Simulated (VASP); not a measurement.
# MgS (F-43m) in VASP: further runs

One crystal, MgS, is run at these levels: PBE; tasks: single point, relaxation of cell and atoms.

All numbers are computed with VASP 6.6.1; they aren't measurements. Logs are shortened: lines on timing, memory, paths and dates and some standing lists are left out, and cuts for length are marked.

**1. The undisturbed crystal**

The structure is cubic, space group F-43m (No. 216). The conventional cell has a = 5.697 Å, b = 5.697 Å, c = 5.697 Å, α = 90.00°, β = 90.00°, γ = 90.00°. Mg (site symmetry -43m) is surrounded by 4 S at 2.47 Å. Around S (site symmetry -43m) lie 4 Mg at 2.47 Å.

The cell comes from a database or a generator and needn't be the stable form of this composition.

**2. Single point, PBE (cell and atoms relaxed from a first guess)**

Input file INCAR:

```
PREC = Accurate
ENCUT = 520
EDIFF = 1E-7
ISMEAR = -1
SIGMA = 0.05
LREAL = F
LASPH = T
NELM = 100
ALGO = Normal
ISIF = 2
LWAVE = F
LCHARG = F
GGA = PE
NBANDS = 11
```

Input file KPOINTS:

```
regular mesh
0
Gamma
  13 13 13
```

Input file POSCAR:

```
MgS
1.0
    0.0000000000      2.8483745724      2.8483745724
    2.8483745724      0.0000000000      2.8483745724
    2.8483745724      2.8483745724      0.0000000000
Mg S
1 1
Direct
    0.0000000000      0.0000000000      0.0000000000
    0.2500000000      0.2500000000      0.2500000000
```

Potentials or basis: VASP PAW PBE potentials, release 64 (Mg, S).

The run is started by

```console
cat potpaw_PBE.64/Mg/POTCAR potpaw_PBE.64/S/POTCAR > POTCAR
mpirun -np 1 vasp_std > vasp.out
```

OUTCAR:

```text
PREC = Accurate
   ENCUT = 520
   EDIFF = 1E-7
   ISMEAR = -1
   LREAL = F
   LASPH = T
   NELM = 100
   ISIF = 2
   GGA = PE

 ion  position               nearest neighbor table
   1  0.000  0.000  0.000-   2 2.47   2 2.47   2 2.47   2 2.47
   2  0.250  0.250  0.250-   1 2.47   1 2.47   1 2.47   1 2.47

  LATTYP: Found a face centered cubic cell.
 ALAT       =     5.6967491448

  Lattice vectors:

 A1 = (   0.0000000000,   2.8483745724,   2.8483745724)
 A2 = (   2.8483745724,   0.0000000000,   2.8483745724)
 A3 = (   2.8483745724,   2.8483745724,   0.0000000000)

Analysis of symmetry for initial positions (statically):
=====================================================================
 Subroutine PRICEL returns:
 Original cell was already a primitive cell.

 Routine SETGRP: Setting up the symmetry group for a
 face centered cubic supercell.

 Subroutine GETGRP returns: Found 24 space group operations
 (whereof 24 operations were pure point group operations)
 out of a pool of 48 trial point group operations.

The static configuration has the point symmetry T_d .

Analysis of symmetry for dynamics (positions and initial velocities):
=====================================================================
 Subroutine PRICEL returns:
 Original cell was already a primitive cell.

 Routine SETGRP: Setting up the symmetry group for a
 face centered cubic supercell.

 Subroutine GETGRP returns: Found 24 space group operations
 (whereof 24 operations were pure point group operations)
 out of a pool of 48 trial point group operations.

The dynamic configuration has the point symmetry T_d .

 Subroutine INISYM returns: Found 24 space group operations
 (whereof 24 operations are pure point group operations),
 and found     1 'primitive' translations

----------------------------------------------------------------------------------------

                                     Primitive cell

  volume of cell :      46.2191

  direct lattice vectors                    reciprocal lattice vectors
     0.000000000  2.848374572  2.848374572    -0.175538711  0.175538711  0.175538711
     2.848374572  0.000000000  2.848374572     0.175538711 -0.175538711  0.175538711
     2.848374572  2.848374572  0.000000000     0.175538711  0.175538711 -0.175538711

  length of vectors
     4.028209951  4.028209951  4.028209951     0.304041966  0.304041966  0.304041966

  position of ions in fractional coordinates (direct lattice)
     0.000000000  0.000000000  0.000000000
     0.250000000  0.250000000  0.250000000

  ion indices of the primitive-cell ions
   primitive index   ion index
                 1           1
                 2           2

----------------------------------------------------------------------------------------

 KPOINTS: regular mesh

Automatic generation of k-mesh.
 Grid dimensions read from file:
 generate k-points for:   13   13   13

 Generating k-lattice:

  Cartesian coordinates                     Fractional coordinates (reciprocal lattice)
    -0.013502978  0.013502978  0.013502978     0.076923077  0.000000000  0.000000000
     0.013502978 -0.013502978  0.013502978     0.000000000  0.076923077  0.000000000
     0.013502978  0.013502978 -0.013502978     0.000000000  0.000000000  0.076923077

  Length of vectors
     0.023387844  0.023387844  0.023387844

  Shift w.r.t. Gamma in fractional coordinates (k-lattice)
     0.000000000  0.000000000  0.000000000

 Subroutine IBZKPT returns following result:
 ===========================================

 Found     84 irreducible k-points:

 Following reciprocal coordinates:
            Coordinates               Weight
  0.000000  0.000000  0.000000      1.000000
  0.076923  0.000000  0.000000      8.000000
  0.153846  0.000000  0.000000      8.000000
  0.230769  0.000000  0.000000      8.000000
  0.307692  0.000000  0.000000      8.000000
  0.384615  0.000000  0.000000      8.000000
[... 16 lines left out ...]
  0.384615  0.153846  0.000000     24.000000
  0.461538  0.153846  0.000000     24.000000
 [... further k-points ...]
   k-points           NKPTS =     84   k-points in BZ     NKDIM =     84   number of bands    NBANDS=     11
   number of dos      NEDOS =    301   number of ions     NIONS =      2
   total plane-waves  NPLWV =  27000
   dimension x,y,z NGX =    30 NGY =   30 NGZ =   30
   dimension x,y,z NGXF=    60 NGYF=   60 NGZF=   60
   ions per type =               1   1
   NGX,Y,Z   is equivalent  to a cutoff of  12.38, 12.38, 12.38 a.u.
   NGXF,Y,Z  is equivalent  to a cutoff of  24.76, 24.76, 24.76 a.u.
 SYSTEM =  unknown system
   PREC   = accura    normal or accurate (medium, high low for compatibility)
   ISTART =      0    job   : 0-new  1-cont  2-samecut
   ICHARG =      2    charge: 1-file 2-atom 10-const
   ISPIN  =      1    spin polarized calculation?
   LNONCOLLINEAR =      F non collinear calculations
   LSORBIT =      F    spin-orbit coupling
   LASPH  =      T    aspherical Exc in radial PAW
   ENCUT  =  520.0 eV  38.22 Ry    6.18 a.u.   7.49  7.49  7.49*2*pi/ulx,y,z
   NELM   =    100;   NELMIN=  2; NELMDL= -5     # of ELM steps
   EDIFF  = 0.1E-06   stopping-criterion for ELM
   LREAL  =      F    real-space projection
   EDIFFG = 0.1E-05   stopping-criterion for IOM
   NSW    =      0    number of steps for IOM
   IBRION =     -1    ionic relax: 0-MD 1-quasi-New 2-CG
   NFREE  =      0    steps in history (QN), initial steepest desc. (CG)
   ISIF   =      2    stress and relaxation
   ISYM   =      2    0-nonsym 1-usesym 2-fastsym
   POTIM  = 0.5000    time-step for ionic-motion
   TEBEG  =    0.0;   TEEND  =   0.0 temperature during run
   PSTRESS=    0.0 pullay stress
   NELECT =       8.0000    total number of electrons
   NUPDOWN=      -1.0000    fix difference up-down
   EMIN   =  10.00;   EMAX   =-10.00  energy-range for DOS
   EFERMI =   0.00;   METHOD = LEGACY
   ISMEAR =    -1;   SIGMA  =   0.05  broadening in eV -4-tet -1-fermi 0-gaus
   EFERMI_NEDOS =   21; number of points for ismear=-14 and -15
   IALGO  =     38    algorithm
   IMIX   =      4    mixing-type and parameters
     AMIX     =   0.40;   BMIX     =  1.00
     AMIX_MAG =   1.60;   BMIX_MAG =  1.00
  volume/ion in A,a.u.               =      23.11       155.95
  Fermi-wavevector in a.u.,A,eV,Ry     =   0.912356  1.724103 11.325404  0.832394
  Thomas-Fermi vector in A             =   2.036742
   LORBIT       =      0    0 simple, 1 ext, 2 COOP (PROOUT), +10 PAW based schemes
   GGA     = PE    functional components
   LHFCALC =     F    Hartree Fock is set to
   AEXX    =    0.0000 exact exchange contribution
   IVDW    =     0    specifies the selected vdW correction
   LEPSILON=     F    determine dielectric tensor
   LRPA    =     F    only Hartree local field effects (RPA)
 non-spin polarized calculation
  energy-cutoff  :      520.00
  volume of cell :       46.22
 maximum number of plane-waves:      1266
 NGX is ok and might be reduce to    30
   NGX = 15   NGY = 15   NGZ = 15

 number of electron       8.0000001 magnetization

 Free energy of the ion-electron system (eV)
  ---------------------------------------------------
  ext. energy  EPLUGINS =         0.00000000
  ---------------------------------------------------
  free energy    TOTEN  =        -8.47289067 eV

  energy without entropy =       -8.47289067  energy(sigma->0) =       -8.47289067

 E-fermi :   1.9883     XC(G=0):  -8.3193

 val. band max:        0.9492089621   @ k =   0.0000   0.0000   0.0000
 cond. band min:       4.3159445423   @ k =   0.0000   0.0000   0.0000
 fundamental gap:      3.3667355803
 Fermi energy:         1.9882987664

 k-point     1 :       0.0000    0.0000    0.0000
  band No.  band energies     occupation
      1     -10.2581      2.00000
      2       0.9492      2.00000
      3       0.9492      2.00000
      4       0.9492      2.00000
      5       4.3159      0.00000
      6       8.8514      0.00000
      7       8.8514      0.00000
      8       8.8514      0.00000
      9      11.7416      0.00000
     10      11.7416      0.00000
     11      14.5195      0.00000

 k-point     2 :       0.0769    0.0000    0.0000
  band No.  band energies     occupation
      1     -10.2256      2.00000
      2       0.6608      2.00000
      3       0.9286      2.00000
      4       0.9286      2.00000
      5       4.6036      0.00000
      6       8.7605      0.00000
      7       8.9269      0.00000
      8       8.9269      0.00000
      9      11.5172      0.00000
     10      11.5172      0.00000
     11      14.3492      0.00000

 k-point     3 :       0.1538    0.0000    0.0000
  band No.  band energies     occupation
      1     -10.1329      2.00000
      2       0.0184      2.00000
      3       0.8730      2.00000
      4       0.8730      2.00000
      5       5.2083      0.00000
      6       8.6043      0.00000
      7       9.0811      0.00000
      8       9.0811      0.00000
      9      11.1860      0.00000
     10      11.1860      0.00000
     11      13.7417      0.00000

 k-point     4 :       0.2308    0.0000    0.0000
  band No.  band energies     occupation
      1      -9.9952      2.00000
      2      -0.6972      2.00000
      3       0.7985      2.00000
      4       0.7985      2.00000
      5       5.7411      0.00000
      6       8.6166      0.00000
      7       9.1017      0.00000
      8       9.1017      0.00000
      9      11.2323      0.00000
     10      11.2323      0.00000
     11      13.2095      0.00000

 k-point     5 :       0.3077    0.0000    0.0000
  band No.  band energies     occupation
      1      -9.8386      2.00000
      2      -1.3396      2.00000
      3       0.7238      2.00000
      4       0.7238      2.00000
      5       5.9882      0.00000
      6       8.9029      0.00000
      7       8.9173      0.00000
      8       8.9173      0.00000
      9      11.8070      0.00000
     10      11.8070      0.00000
     11      12.9647      0.00000
[... 211 lines left out ...]
 k-point    21 :       0.2308    0.1538    0.0000
  band No.  band energies     occupation
      1      -9.9887      2.00000
      2      -0.4262      2.00000
      3       0.5854      2.00000
      4       0.6001      2.00000
      5       5.9460      0.00000
      6       7.8723      0.00000
      7       9.1996      0.00000
      8       9.7127      0.00000
      9      10.1266      0.00000
     10      12.2844      0.00000
     11      14.9109      0.00000

 k-point    22 :       0.3077    0.1538    0.0000
  band No.  band energies     occupation
      1      -9.8524      2.00000
      2      -0.9697      2.00000
      3       0.4791      2.00000
      4       0.4973      2.00000
      5       6.3027      0.00000
      6       7.8905      0.00000
      7       8.7643      0.00000
      8       9.7347      0.00000
      9      10.8715      0.00000
     10      12.6638      0.00000
     11      14.4251      0.00000

 k-point    23 :       0.3846    0.1538    0.0000
  band No.  band energies     occupation
      1      -9.7104      2.00000
      2      -1.4537      2.00000
      3       0.3236      2.00000
      4       0.4469      2.00000
      5       6.4603      0.00000
      6       7.9405      0.00000
      7       8.8019      0.00000
      8       9.5461      0.00000
      9      11.6866      0.00000
     10      13.4221      0.00000
     11      14.2437      0.00000

 k-point    24 :       0.4615    0.1538    0.0000
  band No.  band energies     occupation
      1      -9.5978      2.00000
      2      -1.7933      2.00000
      3       0.1691      2.00000
      4       0.4425      2.00000
      5       6.5333      0.00000
      6       7.7732      0.00000
      7       9.3141      0.00000
      8       9.3664      0.00000
      9      12.3274      0.00000
     10      14.2235      0.00000
     11      14.5715      0.00000

 [... further k-points ...]

------------------------ aborting loop because EDIFF is reached ----------------------------------------

  FORCE on cell =-STRESS in cart. coord.  units (eV):
  Direction    XX          YY          ZZ          XY          YZ          ZX
  --------------------------------------------------------------------------------------
  -------------------------------------------------------------------------------------
  Total       -0.0371121     -0.0371121     -0.0371121      0.0000000     -0.0000000      0.0000000
  in kB       -1.2864849     -1.2864849     -1.2864849      0.0000000     -0.0000000      0.0000000
  external PRESSURE =      -1.2864849 kB  Pullay stress =       0.0000000 kB

 VOLUME and BASIS-vectors are now :
 -----------------------------------------------------------------------------
  energy-cutoff  :      520.00
  volume of cell :       46.22
      direct lattice vectors                 reciprocal lattice vectors
     0.000000000  2.848374572  2.848374572    -0.175538711  0.175538711  0.175538711
     2.848374572  0.000000000  2.848374572     0.175538711 -0.175538711  0.175538711
     2.848374572  2.848374572  0.000000000     0.175538711  0.175538711 -0.175538711

 POSITION                                       TOTAL-FORCE (eV/Angst)
 -----------------------------------------------------------------------------------
      0.00000      0.00000      0.00000        -0.000000     -0.000000      0.000000
      1.42419      1.42419      1.42419         0.000000      0.000000     -0.000000
 -----------------------------------------------------------------------------------
    total drift:                                0.000000      0.000000     -0.000000

  FREE ENERGIE OF THE ION-ELECTRON SYSTEM (eV)
  ---------------------------------------------------
  free  energy   TOTEN  =        -8.4728906697 eV

  energy  without entropy=       -8.4728906696  energy(sigma->0) =       -8.47289067
```

It took 27 s on 1 thread of Intel Xeon Platinum 8488C (Sapphire Rapids), shared host; peak memory 0.19 GiB.

Results:

```
Free energy            : -8.4729 eV
Pressure               : -0.1 GPa
Band gap on the k mesh : 3.37 eV, direct
```

Levels at points of the mesh, in eV from the valence-band top:
| k point | band 2 | band 3 | band 4 | band 5 | band 6 | band 7 |
| --- | --- | --- | --- | --- | --- | --- |
| (0.00, 0.00, 0.00) | 0.00 | 0.00 | 0.00 | 3.37 | 7.90 | 7.90 |

Caveat: an odd mesh through Γ misses points on the zone boundary, where band edges often lie.

**3. Relaxation of cell and atoms, PBE (cell and atoms relaxed from a first guess)**

Input file INCAR:

```
SYSTEM = MgS
  PREC = Accurate
  ENCUT = 600
  EDIFF = 1E-7
  ISMEAR = -1
  SIGMA = 0.05
  LREAL = .FALSE.
  LASPH = .TRUE.
  NELM = 100
  ALGO = Fast
  ISIF = 3
  LWAVE = .FALSE.
  LCHARG = .FALSE.
  GGA = PE
  IBRION = 2
  NSW = 100
  EDIFFG = -0.005
```

Input file KPOINTS:

```
regular mesh
0
G
  13 13 13
  0 0 0
```

Input file POSCAR:

```
MgS
1.0
    0.0000000000      2.8227749299      2.8227749299
    2.8227749299      0.0000000000      2.8227749299
    2.8227749299      2.8227749299      0.0000000000
Mg S
1 1
Direct
    0.0000000000      0.0000000000      0.0000000000
    0.2500000000      0.2500000000      0.2500000000
```

Potentials or basis: VASP PAW PBE potentials, release 64 (Mg, S).

The run is started by

```console
cat potpaw_PBE.64/Mg/POTCAR potpaw_PBE.64/S/POTCAR > POTCAR
mpirun -np 1 vasp_std > vasp.out
```

Wall time 47 s (1 thread of Intel Xeon Platinum 8488C (Sapphire Rapids), shared host); peak memory 0.21 GiB.

Results (log left out):

- Free energy: -8.4733 eV
- Relaxed volume: 23.06 Å³/atom
- Relaxed cell: a = 4.025 Å, b = 4.025 Å, c = 4.025 Å, α = 60.00°, β = 60.00°, γ = 60.00°
- Space group after relaxing (to 0.05 Å): F-43m (No. 216)
- Energy gained by relaxing: 2.6 meV/atom
- Ionic steps: 3
- Pressure after relaxing: 0.0 GPa
- Band gap on the k mesh: 3.38 eV, direct

Step by step:
```tsv
step	energy change (eV)	largest force (eV/Å)	pressure (GPa)	volume (Å³)
1	0.0000	0.0000	1.47	44.98
2	-0.0049	0.0000	-0.26	46.34
3	-0.0051	0.0000	0.01	46.12
```

Final structure:
```
Mg S
1.0
     0.00000    2.84642    2.84642
     2.84642    0.00000    2.84642
     2.84642    2.84642    0.00000
Mg S
1 1
Cartesian
  0.0000 0.0000 0.0000
  1.4232 1.4232 1.4232
```

Levels at points of the mesh, in eV from the valence-band top:
```tsv
k point	band 1	band 2	band 3	band 4	band 5	band 6	band 7	band 8
(0.00, 0.00, 0.00)	-11.21	0.00	0.00	0.00	3.38	7.91	7.91	7.91
```

Caveat: an odd mesh through Γ misses points on the zone boundary, where band edges often lie.
